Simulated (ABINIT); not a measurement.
Set up this calculation in ABINIT 10.8.3 (patched build), as the native input.

| Property | Result |
| --- | --- |
| Task | equation of state |
| Functional | LDA-Teter |
| Potentials or basis | JTH PAW LDA v2.0 |
| Cutoff | 680 eV |
| k mesh | 11 × 11 × 11 |
| Occupations | fermi-dirac, width 0.05 eV |
| Spin | no spin polarisation |
| Fine-grid cutoff | 1278.94 eV |

The system is Au.

```
Au
1.0
     0.00000    2.03500    2.03500
     2.03500    0.00000    2.03500
     2.03500    2.03500    0.00000
Au
1
Direct
  0.00000 0.00000 0.00000
```

These files were run (other wordings do the same):

run.abi

```
ndtset 7
getwfk -1
scalecart1 3*0.9795861087
scalecart2 3*0.9864848297
scalecart3 3*0.9932883884
scalecart4 3*1.0000000000
scalecart5 3*1.0066227096
scalecart6 3*1.0131594038
scalecart7 3*1.0196128224

pp_dirpath "./"
pseudos "Au.LDA_PW-JTH.xml"

acell 3*1.0
rprim
     0.0000000000     3.8455926636     3.8455926636
     3.8455926636     0.0000000000     3.8455926636
     3.8455926636     3.8455926636     0.0000000000
ntypat 1
znucl 79
natom 1
typat 1
xred
     0.0000000000     0.0000000000     0.0000000000

ecut 25.0
pawecutdg 47.0

kptopt 1
ngkpt 11 11 11
nshiftk 1
shiftk 0.0 0.0 0.0

ixc 1

nband 10
occopt 3
tsmear 0.05 eV

nstep 100
tolvrs 1.0e-9

iomode 3
prtwf 1
prtden 0
prteig 0
prtebands 0
```

Potentials or basis: JTH PAW LDA v2.0.

Launch:

```bash
$ abinit run.abi > log 2>&1
```

Results of the run:

```yaml
Equilibrium_volume: 16.61 Å³/atom
Bulk_modulus: 195 GPa
Pressure_derivative_of_the_bulk_modulus: 5.8
```

Caveat: pressures at fixed basis lie under the slope of the energies.

It took 100 s on 1 thread of Arm Neoverse V1, with other jobs on the host, peak memory 0.13 GiB.
